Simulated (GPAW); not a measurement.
Ge:

```
Ge
1.0
     4.33682   -2.99861    0.00000
     4.33682    2.99861    0.00000
     0.00000    0.00000    5.75046
Ge
8
Direct
  0.16760 0.83240 0.65800
  0.83240 0.16760 0.34200
  0.33240 0.66760 0.15800
  0.66760 0.33240 0.84200
  0.20799 0.20799 0.00000
  0.70799 0.70799 0.50000
  0.79201 0.79201 0.00000
  0.29201 0.29201 0.50000
```

This isn't the form of Ge at room conditions, which is diamond.

| Quantity | Value |
| --- | --- |
| Program | GPAW 26.7.0 |
| Task | single point |
| Functional | PBEsol |
| Potentials or basis | PAW data sets generated in the run's folder for this functional |
| Cutoff | 600 eV |
| Basis | pw |
| k mesh | 6 × 6 × 5 |
| Occupations | fermi-dirac, width 0.05 eV |
| Spin | no spin polarisation |

On this cell: pressure -0.4 GPa; largest force 0.052 eV/Å; band gap on the k mesh none (metal or under the smearing width).

The same run follows on a disturbed copy (atoms moved at random, drawn with an rms of 0.05 Å):

```xyz
8
Lattice="4.3368 -2.9986 0.0000 4.3368 2.9986 0.0000 0.0000 0.0000 5.7505" Properties=species:S:1:pos:R:3 pbc="T T T"
Ge    4.3507    1.9752    3.7542
Ge    4.3371   -2.0351    2.0204
Ge    4.3634    1.0257    0.9126
Ge    4.3879   -1.0061    4.8355
Ge    1.8224    0.0236   -0.0189
Ge    6.1237    0.0273    2.8518
Ge    6.8326   -0.0359   -0.0092
Ge    2.5320    0.0052    2.8866
```

Q: What does the disturbed cell give?

A: The energy (extrapolated to zero smearing) moves by +4.1 meV/atom; pressure -0.2 GPa; largest force 0.352 eV/Å; band gap on the k mesh none (metal or under the smearing width).

Forces on the atoms (eV/Å):
```
Ge  -0.077 -0.075  0.259
Ge  -0.054  0.219 -0.271
Ge  -0.088  0.032 -0.035
Ge  -0.193 -0.093  0.025
Ge  -0.008 -0.078  0.050
Ge   0.035 -0.056  0.003
Ge   0.259  0.088  0.002
Ge   0.125 -0.037 -0.032
```

Stress tensor (GPa, compression positive):
```
 0.23 -0.02  0.08
-0.02 -0.41 -0.31
 0.08 -0.31 -0.51
```
